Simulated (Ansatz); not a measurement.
**GaN: energy along a strain**

GaN, P6_3mc, a = 3.180 Å, c = 5.166 Å (as given, not relaxed at this level: 7.3 GPa, forces to 0.14 eV/Å). Ansatz: PBE, PAW, 420 eV, Γ-centred 12×12×6 mesh on 4 atoms, Gaussian smearing 0.05 eV; no spin polarisation. Cell vectors (Å): 3.180 0.000 0.000; -1.590 2.754 0.000; 0.000 0.000 5.166. The cell is strained by x per cent times the pattern (0 1 0 0 0 0) in the order xx yy zz yz xz xy (engineering shears), with fractional coordinates held. y is the free energy over the start, V0 = 11.310 Å³/atom.

```tsv
x (%)	y (meV/atom)
-4.00	44.89
-3.00	28.36
-2.00	15.54
-1.00	6.16
0.00	0.00
1.00	-3.20
2.00	-3.61
3.00	-1.50
3.50	0.45
4.00	?
```

Problem. Fit y = c1 x + c2 x² + c3 x³ to the other rows, get the stiffness along the pattern, and predict the missing energy.

Solution. Least squares on the rows shown. y = −4.6337 x + 1.4935 x² − 0.038247 x³. The clamped-ion stiffness p·C·p = 2 × 14.94 eV × 160.2 / 11.310 Å³ = 423 GPa, which is C22 in these axes (second derivative at the start, which stands under stress). At x = 4.00 the fit asked for gives 2.91 meV/atom. The run gave 2.99 meV/atom, so the fit is 0.08 meV/atom too low, a small miss on the scale of the series.

The energy first falls on stretching and is lowest, among the listed strains, at 2.00 per cent, because the starting cell is compressed relative to what PBE prefers. This fits the functional's known tendency to underbind GaN and overestimate its lattice constants. The large curvature reflects stiff, polar-covalent Ga–N bonds that resist changes in both length and angle. The negative cubic term is ordinary bond anharmonicity: short-range repulsion steepens under compression, while the restoring force softens under tension.

The value of 423 GPa should not be read as the equilibrium, relaxed-ion C11, although hexagonal symmetry makes C11 and C22 equal in the unstrained crystal. In-plane uniaxial strain lets the Ga and N sublattices shift against each other, and allowing that shift would lower the stiffness; the compressed starting cell probably raises it further. The small miss at 4.00 per cent probably comes from quartic and higher terms left out of the fit, and gives no sign of a structural or electronic instability along this path.
